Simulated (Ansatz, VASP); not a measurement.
# One calculation of PbS, two programs

The input INCAR:

```
PREC = Accurate ; ENCUT = 520
EDIFF = 1E-7 ; ISMEAR = 0
SIGMA = 0.1 ; LREAL = False
LASPH = True ; NELM = 100
ALGO = Fast ; ISIF = 2
LWAVE = False ; LCHARG = False
GGA = PE ; IVDW = 12
NBANDS = 28
```

File KPOINTS:

```
Automatic mesh
0
Gamma
  4 4 2
```

Contents of POSCAR:

```
PbS
1.0
    2.9405001472     -2.9000001451      0.0000000000
    2.9405001472      2.9000001451      0.0000000000
   -1.0800500540      0.0000000000     11.7092905859
Pb S
2 2
Direct
    0.7756000000      0.7756000000      0.6363800000
    0.2244000000      0.2244000000      0.3636200000
    0.2684000000      0.2684000000      0.5986000000
    0.7316000000      0.7316000000      0.4014000000
```

Input for Ansatz:

```yaml
crystal:
  lattice:
    - [2.9405001472, -2.9000001451, 0.0]
    - [2.9405001472, 2.9000001451, 0.0]
    - [-1.080050054, 0.0, 11.7092905859]
  atoms:
    - { symbol: Pb, position: [0.7756, 0.7756, 0.63638] }
    - { symbol: Pb, position: [0.2244, 0.2244, 0.36362] }
    - { symbol: S, position: [0.2684, 0.2684, 0.5986] }
    - { symbol: S, position: [0.7316, 0.7316, 0.4014] }
basis:
  ecutwfc: 420
kpoints:
  mp_grid: { grid: [4, 4, 2] }
hamiltonian:
  xc: pbe
  dispersion: d3bj
scf:
  occupations: { method: gaussian, width: 0.1 }
output:
  forces: true
  stress: true
  eigenvalues: true
```

Alike in both runs: task single point; functional PBE; dispersion D3(BJ); k mesh 4 × 4 × 2; occupations gaussian, width 0.1 eV; no spin polarisation.

|  | VASP | Ansatz |
| --- | --- | --- |
| version | VASP 6.6.1 | Ansatz 0.2.0 |
| potentials or method | VASP PAW PBE potentials, release 64 (Pb_d, S) | scalar-relativistic, plane waves, PAW |
| plane-wave cutoff (eV) | 520 | 420 |
| valence electrons in the cell | 40 | 40 |

|  | VASP | Ansatz | Ansatz less VASP |
| --- | --- | --- | --- |
| gap on the k mesh at the Fermi level (eV) | 1.25 | 1.25 | +0.002 |
| least direct gap on the mesh (eV) | 1.25 | 1.25 | +0.002 |
| rms of the force components (eV/Å) | 0.204 | 0.203 | -0.0011 |

Atom by atom the forces differ by 0.002 eV/Å (rms over components).

Caveats: spin-orbit coupling is left out, which as a rule narrows the gap of such compounds by several tenths of an eV.
